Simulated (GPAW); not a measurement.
AgBr:

```
Ag Br
1.0
     0.00000    2.87015    2.87015
     2.87015    0.00000    2.87015
     2.87015    2.87015    0.00000
Ag Br
1 1
Direct
  0.00000 0.00000 0.00000
  0.50000 0.50000 0.50000
```

| Quantity | Value |
| --- | --- |
| Program | GPAW 26.7.0 |
| Task | relaxation of cell and atoms |
| Functional | revPBE |
| Potentials or basis | the program's PAW data sets (release 1.2.1) made for this functional |
| Cutoff | 600 eV |
| Basis | pw |
| k mesh | 8 × 8 × 8 |
| Occupations | fermi-dirac, width 0.05 eV |
| Spin | no spin polarisation |

At the start: pressure 4.5 GPa; volume 23.64 Å³/atom.

Q: Where does the relaxation end?

A: Over 4 steps the energy falls by 34.7 meV/atom and the volume is 26.33 Å³/atom (+11.4 %); space group Fm-3m (No. 225, to 0.05 Å).

Step by step:
```csv
step,energy change (eV),largest force (eV/Å),pressure (GPa),volume (Å³)
1,0.0000,0.0000,4.53,47.29
2,-0.0177,0.0000,3.79,47.97
3,-0.0681,0.0000,0.50,51.97
4,-0.0694,0.0000,0.07,52.67
```

Final structure:
```
Ag Br
1.0
     0.00000    2.97516    2.97516
     2.97516    0.00000    2.97516
     2.97516    2.97516    0.00000
Ag Br
1 1
Cartesian
  0.0000 0.0000 0.0000
  2.9752 2.9752 2.9752
```

Caveat: later steps reuse the first step's grids; the volume moved by +11 % from the deposited cell, more than functionals usually miss.
